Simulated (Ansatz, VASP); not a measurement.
## Si (diamond-structure Si, size series) in two plane-wave programs

Wanted: the spread between two codes on one cell, functional and k mesh. The structure shown is the start of the Ansatz relaxation below; VASP solves that cell, so the two are compared at the walk's first step.

Program: Ansatz 0.2.0. Level of theory: plane waves, with VASP 6.6.1 beside it; single point at PBE. Results are calculated unless marked as measured.

**1. The structure**

The cell holds 64 atoms: 64 Si. Its edges and angles: a = 10.862 Å, b = 10.862 Å, c = 10.862 Å, α = 90.0°, β = 90.0°, γ = 90.0°. It derives from Si (diamond-structure), repeated 2×2×2. As first built, before any earlier steps moved the atoms (in the runner's words): diamond-structure Si (a = 5.431 A), 2 x 2 x 2 conventional cells; every coordinate displaced by a Gaussian of 0.05 A.

**2. Ansatz: relaxation, PBE**

Ansatz runs on its default PAW (the set named soft_2) files.

The two programs are compared at the cell with which this relaxation starts, whose forces are those of its first step.

File input.yaml:

```yaml
crystal:
  lattice:
    - [10.862, 0.0, 0.0]
    - [0.0, 10.862, 0.0]
    - [0.0, 0.0, 10.862]
  atoms:
    - { symbol: Si, position: [0.99533, 0.99994, 0.99277] }
    - { symbol: Si, position: [0.12696, 0.12429, 0.1264] }
    - { symbol: Si, position: [0.99322, 0.24961, 0.25257] }
    - { symbol: Si, position: [0.1252, 0.36758, 0.38281] }
    - { symbol: Si, position: [0.2477, 0.00456, 0.24686] }
    - { symbol: Si, position: [0.38095, 0.12813, 0.37958] }
    - { symbol: Si, position: [0.25606, 0.25274, 0.9991] }
    - { symbol: Si, position: [0.37749, 0.37047, 0.12687] }
    - { symbol: Si, position: [0.00351, 0.00106, 0.49773] }
    - { symbol: Si, position: [0.12868, 0.12697, 0.62361] }
    - { symbol: Si, position: [0.99679, 0.24262, 0.75316] }
    - { symbol: Si, position: [0.1221, 0.37758, 0.87526] }
    - { symbol: Si, position: [0.24761, 0.00189, 0.75962] }
    - { symbol: Si, position: [0.38551, 0.12171, 0.87194] }
    - { symbol: Si, position: [0.25531, 0.25408, 0.49695] }
    - { symbol: Si, position: [0.37626, 0.37505, 0.6235] }
    - { symbol: Si, position: [0.00502, 0.50971, 0.99868] }
    - { symbol: Si, position: [0.13127, 0.62954, 0.12643] }
    - { symbol: Si, position: [0.00063, 0.74648, 0.25164] }
    - { symbol: Si, position: [0.11337, 0.86621, 0.37427] }
    - { symbol: Si, position: [0.24719, 0.49187, 0.24651] }
    - { symbol: Si, position: [0.37308, 0.62356, 0.37532] }
    - { symbol: Si, position: [0.24599, 0.74971, 0.00109] }
    - { symbol: Si, position: [0.37259, 0.87856, 0.12788] }
    - { symbol: Si, position: [0.00072, 0.49734, 0.49667] }
    - { symbol: Si, position: [0.12115, 0.62727, 0.62939] }
    - { symbol: Si, position: [0.99959, 0.75121, 0.75563] }
    - { symbol: Si, position: [0.12695, 0.87666, 0.87445] }
    - { symbol: Si, position: [0.2506, 0.50524, 0.75774] }
    - { symbol: Si, position: [0.3788, 0.62357, 0.87201] }
    - { symbol: Si, position: [0.24989, 0.74992, 0.51264] }
    - { symbol: Si, position: [0.37838, 0.8733, 0.6283] }
    - { symbol: Si, position: [0.49579, 0.00098, 0.00397] }
    - { symbol: Si, position: [0.6218, 0.11743, 0.11653] }
    - { symbol: Si, position: [0.4916, 0.24375, 0.26093] }
    - { symbol: Si, position: [0.62974, 0.37434, 0.38309] }
    - { symbol: Si, position: [0.75265, 0.00049, 0.23864] }
    - { symbol: Si, position: [0.88044, 0.12661, 0.36955] }
    - { symbol: Si, position: [0.74915, 0.24712, 0.99834] }
    - { symbol: Si, position: [0.87405, 0.37183, 0.12809] }
    - { symbol: Si, position: [0.49352, 0.99974, 0.50045] }
    - { symbol: Si, position: [0.62943, 0.11662, 0.62935] }
    - { symbol: Si, position: [0.5028, 0.24749, 0.75264] }
    - { symbol: Si, position: [0.62203, 0.38162, 0.87271] }
    - { symbol: Si, position: [0.74866, 0.9986, 0.75638] }
    - { symbol: Si, position: [0.86833, 0.12749, 0.86971] }
    - { symbol: Si, position: [0.75262, 0.24352, 0.50457] }
    - { symbol: Si, position: [0.87069, 0.37965, 0.62611] }
    - { symbol: Si, position: [0.50732, 0.50172, 0.99604] }
    - { symbol: Si, position: [0.62544, 0.62761, 0.124] }
    - { symbol: Si, position: [0.50522, 0.7442, 0.25002] }
    - { symbol: Si, position: [0.62324, 0.87596, 0.37282] }
    - { symbol: Si, position: [0.75351, 0.4958, 0.25225] }
    - { symbol: Si, position: [0.87307, 0.62981, 0.37002] }
    - { symbol: Si, position: [0.75703, 0.7518, 0.99343] }
    - { symbol: Si, position: [0.88726, 0.87773, 0.12319] }
    - { symbol: Si, position: [0.49937, 0.49773, 0.49797] }
    - { symbol: Si, position: [0.6289, 0.62542, 0.62084] }
    - { symbol: Si, position: [0.50115, 0.75789, 0.7519] }
    - { symbol: Si, position: [0.6183, 0.8691, 0.87591] }
    - { symbol: Si, position: [0.74857, 0.49777, 0.76058] }
    - { symbol: Si, position: [0.87151, 0.62143, 0.87622] }
    - { symbol: Si, position: [0.74355, 0.75373, 0.50401] }
    - { symbol: Si, position: [0.87111, 0.87543, 0.61925] }
kpoints:
  mp_grid: { grid: [1, 1, 1] }
hamiltonian:
  xc: pbe
scf:
  occupations: { method: fixed }
output:
  forces: true
relax:
  f_tol: 0.05
  max_steps: 150
  cell: {}
```

On the command line:

```console
ansatz run input.yaml --threads 4 --pin off --max-ram 8192MiB --backend cpu --events-out ev --progress --plain --runs-dir out
```

Numbers of over 12 decimals in the logs are rounded to 6 here.

The log of the run:

```text
Engine: ansatz 0.2.0, aarch64-unknown-linux-gnu
Pseudopotentials: kind: paw
Pseudopotential: Si, paw, valence charge 4, recommended cutoff 420 eV (normal), Si.paw.azcp
Functional definition: PBE
  parameter kappa = 0.804
  parameter beta = 0.066725
  exchange = pbe_x(kappa = kappa, mu = beta*pi^2/3)
  correlation = pbe_c(beta = beta)
Crystal: 64 atoms, lattice volume = 1281.532 Å³
Basis set: ecut = 420 eV, 25173 PW (Γ), exchange–correlation on 150×150×150 points (8 copies of the dense FFT grid, shifted against one another)
Bands: 192, of which v1, the nominal top of the filled ones, is band 128 counted from 1 (127 counted from 0)
Symmetry: 1 space group operations
Space group: P1 (ITA 1), of the structure as read, at distance tolerance 1.1e-4 Å
k-points: 1
Non-local potential: Si, projectors of the file, l = 0: 2, l = 1: 2, l = 2: 2
PAW form: soft (Blöchl's): semilocal exchange-correlation on the pseudo side does not see the compensation charge
PAW one-centre angular grid: Si, 110 points (default); XC on 64 Gauss nodes
Initial density: superposition of atomic densities (neutral atoms: chi_scale 0, normalization atom), corrected by the library's trained network
Initial wavefunctions: pseudopotential atomic-orbital guess
Functional: x = pbe(κ = 0.804, μ = 0.219515), c = pbe(β = 0.066725)
SCF iter   1: F=—  HF=-40681.784116 eV  |F-HF|=—  |Δ(HF+E_count)|=         —  Δρ=2.45e-3  dr2=1.22e-1  ethr=1.77e-3  ⟨swp⟩=5.0  Hψ=671  notcnv=0  defer=58
preconditioner: auto → Resta (q_TF=auto, 2.086 Å⁻¹)  ε∞=5.3  [insulator: Δε(μ)=0.467 eV  Ē_g=7.990 eV  n_scr=202 (ndim 8)  ℏωp=16.6 eV  f_vac=0.000  ε∞_Penn≈5.3]
SCF iter   2: F=—  HF=-40681.766219 eV  |F-HF|=—  |Δ(HF+E_count)|=   1.79e-2  Δρ=1.50e-3  dr2=4.77e-2  ethr=4.75e-5  ⟨swp⟩=2.0  Hψ=202  notcnv=0  defer=62
SCF iter   3: F=—  HF=-40681.757334 eV  |F-HF|=—  |Δ(HF+E_count)|=   8.88e-3  Δρ=2.64e-4  dr2=7.05e-4  ethr=1.86e-5  ⟨swp⟩=3.0  Hψ=223  notcnv=0  defer=33
automatic band count: iteration 3 solves 163 bands in place of 192: the levels show a gap, and the empty bands left out lie too high to hold charge; the band table lists the bands solved (type scf.n_extra_bands for more)
SCF iter   4: F=—  HF=-40681.757929 eV  |F-HF|=—  |Δ(HF+E_count)|=   5.95e-4  Δρ=8.34e-5  dr2=1.26e-4  ethr=2.75e-7  ⟨swp⟩=2.0  Hψ=262  notcnv=0  defer=33
SCF iter   5: F=—  HF=-40681.758142 eV  |F-HF|=—  |Δ(HF+E_count)|=   2.13e-4  Δρ=1.68e-5  dr2=9.06e-6  ethr=4.92e-8  ⟨swp⟩=2.0  Hψ=262  notcnv=0  defer=29
SCF iter   6: F=—  HF=-40681.757513 eV  |F-HF|=—  |Δ(HF+E_count)|=   6.28e-4  Δρ=4.30e-6  dr2=3.16e-7  ethr=3.54e-9  ⟨swp⟩=2.0  Hψ=262  notcnv=0  defer=29
SCF iter   7: F=-40681.757514 eV  HF=-40681.757514 eV  |F-HF|=2.28e-8  |Δ(HF+E_count)|=   4.72e-7  Δρ=9.84e-7  dr2=1.82e-8  ethr=3.91e-11  ⟨swp⟩=4.0  Hψ=550  notcnv=0
SCF 1 converged in 7 iterations: F = -40681.757514 eV  dr2 = 1.82e-8
  greatest PAW one-centre occupation: 0.634 electrons in one spin orbital (limit 2), on the Si atom at site 5 (counted from 0), in its partial waves of l = 0
relax step   1: F+E_penalty+E_count = -40681.75751389 eV  Δ(F+E_penalty+E_count) = +0.000e0 eV  max|allowed force component| = 2.491e0 eV/Å  Δτ_max = 0.0000 Å  P = +3.438 GPa  Ω = 1281.532 Å³  (7 SCF iters, dr2 threshold 1.00e-7 eV, accepted)
Crystal: 64 atoms, lattice volume = 1309.953 Å³
Basis set: ecut = 420 eV, 25583 PW (Γ), exchange–correlation on 150×150×150 points (8 copies of the dense FFT grid, shifted against one another)
Initial density: handed on by an earlier stage of this run
Initial wavefunctions: those handed on with the density
iter 1 solved again at ethr=2.80e-4 eV; its pass at ethr=3.10e-3 eV (dr2=7.17e-1 eV) is discarded
SCF iter   1: F=—  HF=-40685.021791 eV  |F-HF|=—  |Δ(HF+E_count)|=         —  Δρ=6.97e-3  dr2=7.27e-1  ethr=2.80e-4  ⟨swp⟩=2.0  Hψ=553  notcnv=0  defer=30
automatic band count: iteration 1 solves 163 bands in place of 192: the levels show a gap, and the empty bands left out lie too high to hold charge; the band table lists the bands solved (type scf.n_extra_bands for more)
preconditioner: auto → Resta (q_TF=auto, 2.078 Å⁻¹)  ε∞=6.7  [insulator: Δε(μ)=0.634 eV  Ē_g=6.875 eV  n_scr=202 (ndim 8)  ℏωp=16.4 eV  f_vac=0.000  ε∞_Penn≈6.7]
SCF iter   2: F=—  HF=-40684.904726 eV  |F-HF|=—  |Δ(HF+E_count)|=   1.17e-1  Δρ=3.75e-3  dr2=1.76e-1  ethr=2.80e-4  ⟨swp⟩=2.0  Hψ=221  notcnv=0  defer=29
SCF iter   3: F=—  HF=-40684.880750 eV  |F-HF|=—  |Δ(HF+E_count)|=   2.40e-2  Δρ=4.84e-4  dr2=3.69e-3  ethr=6.87e-5  ⟨swp⟩=3.0  Hψ=209  notcnv=0  defer=33
SCF iter   4: F=—  HF=-40684.881464 eV  |F-HF|=—  |Δ(HF+E_count)|=   7.13e-4  Δρ=9.58e-5  dr2=2.33e-4  ethr=1.44e-6  ⟨swp⟩=4.0  Hψ=364  notcnv=0  defer=33
SCF iter   5: F=—  HF=-40684.881583 eV  |F-HF|=—  |Δ(HF+E_count)|=   1.20e-4  Δρ=2.49e-5  dr2=1.53e-5  ethr=9.09e-8  ⟨swp⟩=2.0  Hψ=262  notcnv=0  defer=33
[...]
atom  12  Si     0.00004017     0.00029303    -0.00056572
  atom  13  Si     0.00038291     0.00035783    -0.00052172
  atom  14  Si    -0.00007064     0.00008388     0.00012678
  atom  15  Si    -0.00044211    -0.00025874    -0.00009052
  atom  16  Si    -0.00017341    -0.00043529    -0.00027852
  atom  17  Si    -0.00012880    -0.00015007     0.00046007
  atom  18  Si    -0.00007651     0.00016463     0.00016886
  atom  19  Si    -0.00073833    -0.00024604    -0.00052590
  atom  20  Si     0.00039711     0.00061517    -0.00022796
  atom  21  Si     0.00029255     0.00038462     0.00023769
  atom  22  Si     0.00003098    -0.00005310    -0.00002786
  atom  23  Si    -0.00027907    -0.00040504    -0.00080358
  atom  24  Si    -0.00074715    -0.00063876    -0.00010399
  atom  25  Si     0.00003924    -0.00059489    -0.00002313
  atom  26  Si    -0.00074720    -0.00008681    -0.00006407
  atom  27  Si     0.00006972     0.00066495     0.00040880
  atom  28  Si     0.00036743     0.00021638     0.00004341
  atom  29  Si     0.00081765     0.00034452    -0.00003951
  atom  30  Si     0.00037555     0.00063050     0.00073913
  atom  31  Si     0.00018671    -0.00057765    -0.00024016
  atom  32  Si    -0.00055918     0.00047050     0.00019695
  atom  33  Si     0.00024916    -0.00065134    -0.00006484
  atom  34  Si    -0.00027405     0.00050292     0.00052473
  atom  35  Si     0.00022631     0.00041814    -0.00043429
[...]
atom  57  Si    -0.00015375    -0.00026457     0.00042270
  atom  58  Si    -0.00000220     0.00021676     0.00058498
  atom  59  Si    -0.00032690    -0.00059076    -0.00035024
  atom  60  Si     0.00011137     0.00082401    -0.00004211
  atom  61  Si    -0.00015156     0.00036838    -0.00058260
  atom  62  Si     0.00060682    -0.00029572     0.00031628
  atom  63  Si    -0.00049658    -0.00035414    -0.00084165
  atom  64  Si    -0.00037940    -0.00046560    -0.00021456
  max |Σ_I F_I| component: 4.29e-8 eV/Å
--- Stress (GPa, compression-positive) ---
        0.010179      -0.000514      -0.000190
       -0.000514       0.012346       0.000576
       -0.000190       0.000576       0.010365
  P = ⅓ Tr σ = 0.0110 GPa (0.110 kbar)
--- Relaxed structure (4 steps of the walk, 4 accepted, 1 SCFs on fresh bases) ---
  F+E_penalty+E_count = -40685.18823349 eV   max|allowed force component| = 1.112e-3 eV/Å   (the final SCF, on the basis selected at the relaxed cell)
  cell:  # Å, volume = 1320.6909 Å³
    - [10.971618, 5.872681575636247e-5, 1.9567950524083228e-5]
    - [5.872681575636247e-5, 10.971365, -6.05092822342074e-5]
    - [1.9567950524083228e-5, -6.05092822342074e-5, 10.971596]
  atoms:
    - { symbol: Si, position: [1.000180, 0.999695, 1.000571] }
    - { symbol: Si, position: [0.125211, 0.124673, 0.125564] }
    - { symbol: Si, position: [1.000186, 0.249657, 0.250556] }
    - { symbol: Si, position: [0.125164, 0.374654, 0.375585] }
    - { symbol: Si, position: [0.250159, -0.000350749, 0.250590] }
    - { symbol: Si, position: [0.375172, 0.124672, 0.375556] }
    - { symbol: Si, position: [0.250213, 0.249679, 1.000572] }
    - { symbol: Si, position: [0.375200, 0.374683, 0.125576] }
    - { symbol: Si, position: [0.000175778, -0.000311176, 0.500573] }
    - { symbol: Si, position: [0.125206, 0.124668, 0.625565] }
    - { symbol: Si, position: [1.000191, 0.249664, 0.750564] }
    - { symbol: Si, position: [0.125170, 0.374654, 0.875593] }
    - { symbol: Si, position: [0.250168, -0.000353737, 0.750587] }
    - { symbol: Si, position: [0.375182, 0.124665, 0.875555] }
    - { symbol: Si, position: [0.250202, 0.249683, 0.500577] }
    - { symbol: Si, position: [0.375193, 0.374685, 0.625582] }
    - { symbol: Si, position: [0.000180949, 0.499690, 1.000568] }
    - { symbol: Si, position: [0.125197, 0.624670, 0.125571] }
    - { symbol: Si, position: [0.000191558, 0.749664, 0.250574] }
    - { symbol: Si, position: [0.125165, 0.874654, 0.375598] }
    - { symbol: Si, position: [0.250165, 0.499648, 0.250579] }
    - { symbol: Si, position: [0.375165, 0.624668, 0.375564] }
    - { symbol: Si, position: [0.250200, 0.749684, 0.000589881] }
    - { symbol: Si, position: [0.375199, 0.874691, 0.125586] }
[...]
- { symbol: Si, position: [0.500177, 0.499687, 0.500569] }
    - { symbol: Si, position: [0.625197, 0.624664, 0.625571] }
    - { symbol: Si, position: [0.500191, 0.749659, 0.750576] }
    - { symbol: Si, position: [0.625172, 0.874646, 0.875601] }
    - { symbol: Si, position: [0.750171, 0.499649, 0.750586] }
    - { symbol: Si, position: [0.875166, 0.624672, 0.875565] }
    - { symbol: Si, position: [0.750198, 0.749684, 0.500594] }
    - { symbol: Si, position: [0.875194, 0.874690, 0.625591] }
```

(Continued in part 2 of 2.)

[Lines on the potential files, build, host, timing and source positions are cut from VASP's logs without a mark.]

[Logs are printed without paths, hosts, clocks, repeated set-up lines and the standing remarks that a program may print on its own settings, such as how far it seeks lower states.]

[Hosts, paths, dates, database ids (printed as entryN), source tags and the programs' standing remarks are cut or masked in the printed files.]
